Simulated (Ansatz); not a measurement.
Crystal: Au.

```xyz
1
Lattice="-1.6573 1.6573 1.6573 1.6573 -1.6573 1.6573 1.6573 1.6573 -1.6573" Properties=species:S:1:pos:R:3 pbc="T T T"
Au    0.0000    0.0000    0.0000
```

This isn't the form of Au at room conditions, which is fcc.

- Program: Ansatz 0.2.0
- Task: relaxation of cell and atoms
- Functional: LDA
- Potentials or basis: Ansatz PAW
- Cutoff: 420 eV (not typed: the program's choice for these potentials)
- k mesh: 11 × 11 × 11
- Occupations: fermi-dirac, width 0.05 eV
- Spin: no spin polarisation

At the start: volume 18.21 Å³/atom.

Task: Where does the relaxation end?

Result: It ends after 6 steps and the volume is 16.64 Å³/atom (-8.6 %); space group Im-3m (No. 229, to 0.05 Å).

Step by step:
```tsv
step	energy change (eV)	largest force (eV/Å)	volume (Å³)
1	0.0000	0.0000	18.21
2	-0.0334	0.0000	15.67
3	-0.0694	0.0000	16.87
4	-0.0712	0.0000	16.64
5	-0.0712	0.0000	16.64
6	-0.0708	0.0000	16.64
```

Final structure:
```xyz
1
Lattice="-1.6082 1.6082 1.6082 1.6082 -1.6082 1.6082 1.6082 1.6082 -1.6082" Properties=species:S:1:pos:R:3 pbc="T T T"
Au    0.0000    0.0000    0.0000
```

Caveat: the plane-wave basis is chosen anew once the cell has moved, so the energies of steps on either side of that aren't comparable; the PAW data sets come from PBE, with cores solved anew for the run's functional, which leaves a small shift of forces and pressure.
